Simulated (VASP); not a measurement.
Write the native input for VASP 6.6.1 that does the following.

- Task: single point
- Functional: PBE
- Dispersion: D3(BJ)
- Potentials or basis: VASP PAW PBE potentials, release 64 (Be, H)
- Cutoff: 520 eV
- k mesh: 5 × 6 × 4
- Occupations: gaussian, width 0.1 eV
- Spin: no spin polarisation
- Dipole correction: no
- Further INCAR settings: LREAL = Auto; ALGO = Fast; EDIFF = 1e-06; NBANDS = 30

The structure of Be16H (a cell with a defect) lies in POSCAR:

```
Be16H
1.0
   -2.2900000000     -3.9663960000      0.0000000000
    3.4350000000     -1.9831980000      0.0000000000
    0.0000000000      0.0000000000      7.1768600000
Be H
16 1
Direct
    0.7497090763      0.4979583070      0.0014569046
    0.5009400134      0.3339739827      0.2502436999
    0.7497241726      0.4975549797      0.4988602258
    0.5141564370      0.3393226319      0.7529990832
    0.5021807281     -0.0025275495      0.0028948593
    0.2497317201      0.8386581191      0.2487948769
    0.5048562918     -0.0053479161      0.4951729586
    0.2497873920      0.8174364273      0.7526380618
    0.2497261380      0.5033169886      0.0044437261
   -0.0014768198      0.3339811012      0.2502496914
    0.2497407128      0.5094329643      0.4951273955
   -0.0148308719      0.3395808744      0.7530262538
   -0.0027182720     -0.0025172760      0.0028983427
    0.7497400008      0.8281882393      0.2478512887
   -0.0053586308     -0.0053290435      0.4951934411
    0.7496585591      0.8318137119      0.7494122778
    0.2495368734      0.1717503464      0.7084778023
```

The cell was built by a generator and needn't be a form met in nature.

The input as run:

INCAR

```
PREC = Accurate
ENCUT = 520
EDIFF = 1E-6
ISMEAR = 0
SIGMA = 0.1
LREAL = Auto
LASPH = True
NELM = 100
ALGO = Fast
ISIF = 2
LWAVE = False
LCHARG = False
GGA = PE
IVDW = 12
NBANDS = 30
```

KPOINTS

```
regular mesh
0
Gamma
  5 6 4
```

Potentials or basis: VASP PAW PBE potentials, release 64 (Be, H).

Launch:

```sh
$ cat potpaw_PBE.64/Be/POTCAR potpaw_PBE.64/H/POTCAR > POTCAR
$ mpirun -np 1 vasp_std > vasp.out
```

It gave:

```json
{"Pressure": "-6.1 GPa", "Largest force": "0.696 eV/Å", "Band gap on the k mesh": "none (metal or under the smearing width)", "Dispersion energy per atom": "-0.336 eV"}
```

Run time: 2.9 min on 1 thread of Intel(R) Xeon(R) 6975P-C (Granite Rapids), with other jobs on the host, peak memory 0.34 GiB.
